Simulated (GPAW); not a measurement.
**Ba2TiO4: band structure with LDA**

Ba2TiO4:

```
CELL_PARAMETERS angstrom
3.98205 0.00000 0.00000
0.00000 3.98205 0.00000
0.00000 0.00000 8.78815
ATOMIC_POSITIONS crystal
Ba 0.00000 0.00000 0.27443
Ba 0.00000 0.00000 0.72557
Ti 0.50000 0.50000 0.50000
O 0.50000 0.00000 0.50000
O 0.50000 0.50000 0.27338
O 0.50000 0.50000 0.72662
O 0.00000 0.50000 0.50000
```

The cell comes from a database or a generator and needn't be the stable form of this composition.

| Property | Result |
| --- | --- |
| Program | GPAW 26.7.0 |
| Task | band structure |
| Functional | LDA |
| Potentials or basis | the program's PAW data sets (release 1.2.1) made for this functional |
| Cutoff | 800 eV |
| Basis | pw |
| k mesh | 5 × 5 × 2 |
| Occupations | fermi-dirac, width 0.05 eV |
| Spin | no spin polarisation |
| Ranks | 4 |
| Maxiter | 150 |
| Band path | GXMGZRAZ,XR,MA |
| Band points | 100 |

```
Pressure                : -6.6 GPa
Largest force           : 0.648 eV/Å
Band gap on the k mesh  : 1.90 eV, indirect (least direct gap 1.91 eV)
Band gap along the path : 1.85 eV, indirect (least direct gap 1.91 eV)
```

Forces in eV/Å, atoms in the order of the input:
```
Ba   0.000  0.000  0.648
Ba   0.000  0.000 -0.648
Ti   0.000  0.000  0.000
O    0.000  0.000  0.000
O    0.000  0.000  0.585
O    0.000  0.000 -0.585
O    0.000  0.000  0.000
```

Stress tensor (GPa, compression positive):
```
-7.24  0.00  0.00
 0.00 -7.24  0.00
 0.00  0.00 -5.32
```

Levels at the corners of the path, in eV from the valence-band top:
```csv
point,band 25,band 26,band 27,band 28,band 29,band 30,band 31,band 32
Γ,-0.98,-0.31,-0.06,-0.06,1.85,1.94,2.99,2.99
X,-1.53,-0.73,-0.22,-0.22,3.10,3.48,3.61,3.72
M,-0.24,-0.24,-0.04,-0.04,3.97,4.09,4.09,4.10
Γ,-0.98,-0.31,-0.06,-0.06,1.85,1.94,2.99,2.99
Z,-0.98,-0.61,-0.06,-0.06,1.85,2.59,2.97,2.97
R,-1.52,-0.72,-0.32,-0.23,3.10,3.49,3.61,3.92
A,-0.23,-0.23,-0.07,-0.07,4.03,4.03,4.13,4.83
Z,-0.98,-0.61,-0.06,-0.06,1.85,2.59,2.97,2.97
X,-1.53,-0.73,-0.22,-0.22,3.10,3.48,3.61,3.72
R,-1.52,-0.72,-0.32,-0.23,3.10,3.49,3.61,3.92
M,-0.24,-0.24,-0.04,-0.04,3.97,4.09,4.09,4.10
A,-0.23,-0.23,-0.07,-0.07,4.03,4.03,4.13,4.83
```

Wall time 3.1 min on 4 MPI ranks on Intel(R) Xeon(R) Processor @ 2.70GHz, with other jobs on the host, peak memory 0.62 GiB a rank.

Caveat: spin-orbit coupling is left out, which moves the levels of the heavy elements. LDA gaps usually lie below the measured ones, often by a third to a half.
